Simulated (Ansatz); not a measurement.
# Cs: strain energy, fitted

Cs, P6_3/mmc, a = 5.367 Å, c = 17.546 Å. This isn't the element's structure at ambient conditions. Ansatz: PBEsol, PAW, 420 eV, Γ-centred 12×12×4 mesh on 4 atoms, Gaussian smearing 0.10 eV; no spin polarisation. Series: equal strain along all axes, cell held, atoms fixed by symmetry; x is the strain in per cent. y is the free energy over the unstrained cell, V0 = 109.409 Å³/atom.

```
x (%) y (meV/atom)
 -4.5             ?
 -3.0          5.93
 -1.5          1.38
  0.0          0.00
  1.5          1.48
  3.0          5.52
  4.5         11.86
```

**Question.** Fit y = c2 x² + c3 x³ to the other rows, turn c2 into a modulus, and predict the missing energy.

**Answer.** Least squares on the rows shown. y = 0.6314 x² − 0.009713 x³. In eV per unit strain² c2 is 6.314; the stiffness is B for this strain (E = 9/2 B V0 ε², shape held): 2 × 6.314 × 160.2 / (9 × 109.409) = 2.1 GPa. The unstrained cell keeps some stress along the strain, worth a slope of 0.06 meV/atom per %, which the form leaves out. At x = -4.5 the fit asked for gives 13.67 meV/atom. The run gave 13.96 meV/atom, so the fit is 0.29 meV/atom too low, 2.1 % of the span of the series, against an rms of 0.07 meV/atom on the fitted rows. The row lies outside the fitted range. With a term in x⁴ added, a fit to the same known rows predicts 13.21 meV/atom, further off still.